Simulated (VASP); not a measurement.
# Cu2O in VASP: one cell, several levels of theory, part 2 of 2

VASP 6.6.1, plane waves, PAW.

## (3) Single point with r2SCAN

INCAR reads:

```
ENCUT = 520.000000
SIGMA = 0.010000
EDIFF = 1.00e-07
ALGO = Normal
METAGGA = R2SCAN
PREC = Accurate
IBRION = -1
ISIF = 2
ISMEAR = 0
NBANDS = 37
NELM = 120
NSW = 0
LASPH = .TRUE.
LCHARG = .FALSE.
LWAVE = .FALSE.
LREAL = .FALSE.
```

KPOINTS reads:

```
KPOINTS created by Atomic Simulation Environment
0
Gamma
6 6 6
0 0 0
```

KPOINTS_OPT reads:

```
special points
4
Reciprocal
0.0000000000 0.0000000000 0.0000000000 1
0.0000000000 0.5000000000 0.0000000000 1
0.5000000000 0.5000000000 0.0000000000 1
0.5000000000 0.5000000000 0.5000000000 1
```

POSCAR reads:

```
Cu O
 1.0000000000000000
     4.1611586921999999    0.0000000000000000    0.0000000000000000
     0.0000000000000000    4.1611586921999999    0.0000000000000000
     0.0000000000000000    0.0000000000000000    4.1611586921999999
 Cu  O
   4   2
Cartesian
  1.0402896730500000  1.0402896730500000  3.1208690191499997
  3.1208690191499997  1.0402896730500000  1.0402896730500000
  1.0402896730500000  3.1208690191499997  1.0402896730500000
  3.1208690191499997  3.1208690191499997  3.1208690191499997
  2.0805793460999999  2.0805793460999999  2.0805793460999999
  0.0000000000000000  0.0000000000000000  0.0000000000000000
```

Launch:

```console
mpirun -np 1 vasp_std
```

Printed to the terminal (iteration lines stand in OSZICAR):

```text
POSCAR found type information on POSCAR CuO
 POSCAR found :  2 types and       6 ions
 -----------------------------------------------------------------------------
|                                                                             |
|                                                                             |
|     You enforced a specific xc type in the INCAR file but a different       |
|     I HOPE YOU KNOW WHAT YOU ARE DOING!                                     |
|                                                                             |
 -----------------------------------------------------------------------------

 LDA part: xc-table for (None), standard interpolation
 POSCAR, INCAR and KPOINTS ok, starting setup
 FFT: planning ... GRIDC
 FFT: planning ... GRID_SOFT
 FFT: planning ... GRID
 WAVECAR not read
 entering main loop
 Start KPOINTS_OPT (optional k-point list driver)
k-point batch [1-4\4]
```

OSZICAR, cut to the lines that bear on the results:

```text
N       E                     dE             d eps       ncg     rms          rms(c)
DAV:   1     0.528498601172E+03    0.52850E+03   -0.25702E+04  1488   0.251E+03
DAV:   2     0.237554357069E+02   -0.50474E+03   -0.47981E+03  1490   0.478E+02
DAV:   3    -0.701400973731E+02   -0.93896E+02   -0.89174E+02  1829   0.228E+02
DAV:   4    -0.756392622332E+02   -0.54992E+01   -0.54145E+01  2149   0.628E+01
DAV:   5    -0.757029462323E+02   -0.63684E-01   -0.63649E-01  2021   0.770E+00    0.187E+01
DAV:   6    -0.619273312868E+02    0.13776E+02   -0.66141E+01  1890   0.161E+02    0.133E+01
DAV:   7    -0.578764024457E+02    0.40509E+01   -0.15935E+01  1972   0.881E+01    0.315E+00
DAV:   8    -0.580535507711E+02   -0.17715E+00   -0.12001E+00  2163   0.109E+01    0.161E+00
DAV:   9    -0.580899274098E+02   -0.36377E-01   -0.33836E-01  1894   0.718E+00    0.148E+00
DAV:  10    -0.580457829783E+02    0.44144E-01   -0.19998E-01  1799   0.842E+00    0.293E-01
[... 8 lines left out ...]
   1 F= -.58045889E+02 E0= -.58045889E+02  d E =-.334473E-64
[... 1 lines left out ...]
DAV:   1     0.432303157068E+04   -0.27011E+04      296
DAV:   2     0.238707024047E+04   -0.19360E+04      296
DAV:   3     0.205452959066E+04   -0.33254E+03      340
DAV:   4     0.203365004031E+04   -0.20880E+02      395
DAV:   5     0.203335587874E+04   -0.29416E+00      342
DAV:   6     0.203334681848E+04   -0.90603E-02      395
DAV:   7     0.203334636575E+04   -0.45274E-03      353
DAV:   8     0.203334633713E+04   -0.28617E-04      361
DAV:   9     0.203334633502E+04   -0.21059E-05      283
DAV:  10     0.203334633487E+04   -0.15707E-06      222
DAV:  11     0.203334633485E+04   -0.14654E-07      196
```

OUTCAR, selected sections:

```text
k-points           NKPTS =     20   k-points in BZ     NKDIM =     20   number of bands    NBANDS=     37

   NELECT =      56.0000    total number of electrons

   dimension x,y,z NGX =    32 NGY =   32 NGZ =   32
   dimension x,y,z NGXF=    64 NGYF=   64 NGZF=   64

  energy-cutoff  :      520.00
  volume of cell :       72.05
      direct lattice vectors                 reciprocal lattice vectors
     4.161158692  0.000000000  0.000000000     0.240317679  0.000000000  0.000000000
     0.000000000  4.161158692  0.000000000     0.000000000  0.240317679  0.000000000
     0.000000000  0.000000000  4.161158692     0.000000000  0.000000000  0.240317679

 k-points in reciprocal lattice and weights: KPOINTS created by Atomic Simulation Env
   0.00000000  0.00000000  0.00000000       0.005
   0.16666667  0.00000000  0.00000000       0.028
   0.33333333  0.00000000  0.00000000       0.028
   0.50000000  0.00000000  0.00000000       0.014
   0.16666667  0.16666667  0.00000000       0.056
   0.33333333  0.16666667  0.00000000       0.111
   0.50000000  0.16666667  0.00000000       0.056
   0.33333333  0.33333333  0.00000000       0.056
[... 12 more k-points ...]

 E-fermi :   5.5388

 k-point     1 :       0.0000    0.0000    0.0000
  band No.  band energies     occupation
      1     -16.5006      2.00000
      2     -15.6520      2.00000
      3      -2.6820      2.00000
      4      -2.6820      2.00000
      5      -2.6820      2.00000
      6      -0.0132      2.00000
      7      -0.0132      2.00000
      8      -0.0132      2.00000
      9       0.0907      2.00000
     10       1.9450      2.00000
     11       1.9450      2.00000
     12       2.1335      2.00000
     13       2.1335      2.00000
     14       2.1335      2.00000
     15       3.0673      2.00000
     16       3.0673      2.00000
     17       3.2262      2.00000
     18       3.2262      2.00000
     19       3.2262      2.00000
     20       3.3498      2.00000
     21       3.3498      2.00000
     22       3.3498      2.00000
     23       3.5916      2.00000
     24       3.5916      2.00000
     25       3.5916      2.00000
     26       5.4209      2.00000
     27       5.4209      2.00000
     28       5.4209      2.00000
     29       6.3592      0.00000
     30       6.6724      0.00000
     31       6.6724      0.00000
     32      14.3320      0.00000
     33      14.3320      0.00000
     34      14.3320      0.00000
     35      15.3981      0.00000
     36      15.3981      0.00000
     37      15.3981      0.00000

 k-point     2 :       0.1667    0.0000    0.0000
  band No.  band energies     occupation
      1     -16.4437      2.00000
      2     -15.7083      2.00000
      3      -2.5993      2.00000
      4      -2.5685      2.00000
      5      -2.5685      2.00000
      6      -0.5982      2.00000
      7      -0.3032      2.00000
      8      -0.3032      2.00000
      9       0.5215      2.00000
     10       2.0006      2.00000
     11       2.1271      2.00000
     12       2.1387      2.00000
     13       2.3412      2.00000
     14       2.3412      2.00000
     15       3.0551      2.00000
     16       3.0895      2.00000
     17       3.1631      2.00000
     18       3.2491      2.00000
     19       3.2611      2.00000
     20       3.2611      2.00000
     21       3.4278      2.00000
     22       3.4278      2.00000
     23       3.4399      2.00000
     24       3.5626      2.00000
     25       3.5626      2.00000
     26       4.4326      2.00000
     27       5.3461      2.00000
     28       5.3461      2.00000
     29       6.6085      0.00000
     30       7.1475      0.00000
     31       7.7391      0.00000
     32      13.7810      0.00000
     33      13.9686      0.00000
     34      14.1676      0.00000
     35      14.1676      0.00000
     36      14.7942      0.00000
     37      14.7942      0.00000

 k-point     3 :       0.3333    0.0000    0.0000
  band No.  band energies     occupation
      1     -16.2879      2.00000
      2     -15.8629      2.00000
      3      -2.3443      2.00000
      4      -2.2608      2.00000
      5      -2.2608      2.00000
      6      -1.2992      2.00000
      7      -0.8767      2.00000
      8      -0.8767      2.00000
      9       1.0187      2.00000
     10       2.0587      2.00000
     11       2.1710      2.00000
     12       2.4418      2.00000
     13       2.6836      2.00000
     14       2.6836      2.00000
     15       2.8576      2.00000
     16       2.9662      2.00000
     17       3.0315      2.00000
     18       3.1507      2.00000
     19       3.1981      2.00000
     20       3.1981      2.00000
     21       3.3272      2.00000
     22       3.4309      2.00000
     23       3.4823      2.00000
     24       3.4823      2.00000
     25       3.7745      2.00000
     26       3.7745      2.00000
     27       5.1470      2.00000
     28       5.1470      2.00000
     29       7.2839      0.00000
     30       8.3208      0.00000
     31       8.5340      0.00000
     32      11.8487      0.00000
     33      13.8406      0.00000
     34      13.8406      0.00000
     35      13.8838      0.00000
     36      13.9995      0.00000
     37      13.9995      0.00000

 k-point     4 :       0.5000    0.0000    0.0000
  band No.  band energies     occupation
      1     -16.0751      2.00000
      2     -16.0751      2.00000
      3      -1.9884      2.00000
      4      -1.9884      2.00000
      5      -1.9065      2.00000
      6      -1.9065      2.00000
      7      -1.2563      2.00000
      8      -1.2563      2.00000
      9       1.6181      2.00000
     10       1.6181      2.00000
     11       2.4609      2.00000
     12       2.4609      2.00000
     13       2.6922      2.00000
     14       2.6922      2.00000
     15       2.9045      2.00000
     16       2.9045      2.00000
     17       3.0676      2.00000
     18       3.0676      2.00000
     19       3.0764      2.00000
     20       3.0764      2.00000
     21       3.2360      2.00000
     22       3.2360      2.00000
     23       3.4587      2.00000
     24       3.4587      2.00000
     25       4.0082      2.00000
     26       4.0082      2.00000
     27       4.9947      2.00000
     28       4.9947      2.00000
     29       8.1233      0.00000
     30       8.1233      0.00000
     31       9.9244      0.00000
     32       9.9244      0.00000
     33      13.6646      0.00000
     34      13.6646      0.00000
     35      13.7142      0.00000
     36      13.7142      0.00000
     37      15.5669      0.00000

 k-point     5 :       0.1667    0.1667    0.0000
  band No.  band energies     occupation
      1     -16.3930      2.00000
      2     -15.7555      2.00000
      3      -2.6942      2.00000
      4      -2.4722      2.00000
      5      -2.3014      2.00000
      6      -1.0455      2.00000
      7      -0.5093      2.00000
      8      -0.2888      2.00000
      9       0.6716      2.00000
     10       2.0568      2.00000
     11       2.2008      2.00000
     12       2.2182      2.00000
     13       2.3872      2.00000
     14       2.5036      2.00000
     15       3.0408      2.00000
     16       3.0701      2.00000
     17       3.1356      2.00000
     18       3.1579      2.00000
     19       3.2819      2.00000
     20       3.3707      2.00000
     21       3.3817      2.00000
     22       3.3976      2.00000
     23       3.4238      2.00000
     24       3.4861      2.00000
     25       3.5555      2.00000
     26       4.3253      2.00000
     27       4.9405      2.00000
     28       5.2754      2.00000
     29       6.8372      0.00000
     30       7.7303      0.00000
     31       8.1636      0.00000
     32      12.7427      0.00000
     33      12.8372      0.00000
     34      13.9918      0.00000
     35      14.3480      0.00000
     36      14.9942      0.00000
     37      15.0348      0.00000

[... the tables of k-points 6 to 20 left out ...]

  Total        4.6163691      4.6163691      4.6163691      0.0000000     -0.0000000     -0.0000000
  in kB      102.6522018    102.6522018    102.6522018      0.0000000     -0.0000000     -0.0000000
  external PRESSURE =     102.6522018 kB  Pullay stress =       0.0000000 kB

 POSITION                                       TOTAL-FORCE (eV/Angst)
 -----------------------------------------------------------------------------------
      1.04029      1.04029      3.12087         0.000000      0.000000     -0.000000
      3.12087      1.04029      1.04029         0.000000     -0.000000      0.000000
      1.04029      3.12087      1.04029        -0.000000      0.000000      0.000000
      3.12087      3.12087      3.12087        -0.000000      0.000000      0.000000
      2.08058      2.08058      2.08058         0.000000     -0.000000     -0.000000
      0.00000      0.00000      0.00000         0.000000     -0.000000     -0.000000
 -----------------------------------------------------------------------------------
    total drift:                               -0.000000      0.000000     -0.000000

  FREE ENERGIE OF THE ION-ELECTRON SYSTEM (eV)
  ---------------------------------------------------
  free  energy   TOTEN  =       -58.0458887992 eV

  energy  without entropy=      -58.0458887992  energy(sigma->0) =      -58.04588880
```

Run time: 2.7 min. Hardware: 1 MPI rank of Intel Xeon Platinum 8488C, shared host; peak memory 0.21 GiB.

The levels at the points of KPOINTS_OPT are read from vasprun.xml.

Levels at the named points, in eV from the top of band v (v: the last filled band by count, c: the next):

```
point    v−1      v     c   c+1
    Γ   0.00   0.00  0.94  1.25
    X  -0.43  -0.43  2.70  2.70
    M  -0.73  -0.73  2.24  2.24
    R  -0.66  -0.66  2.63  2.63
```

The r2SCAN gap is 0.94 eV, direct at Γ. Pressure: 10.27 GPa; the forces vanish within 0.01 eV/Å.

## (4) What came out

The summary covers parts 1 to 2.

| level | gap (eV) | pressure (GPa) |
| --- | --- | --- |
| PBE | 0.71 | 14.79 |
| r2SCAN | 0.94 | 10.27 |

**Reading.** The gap runs from 0.71 eV (PBE) to 0.94 eV (r2SCAN). The pressure is highest with PBE (14.8 GPa) and lowest with r2SCAN (10.3 GPa), which orders the cells that they would relax to.
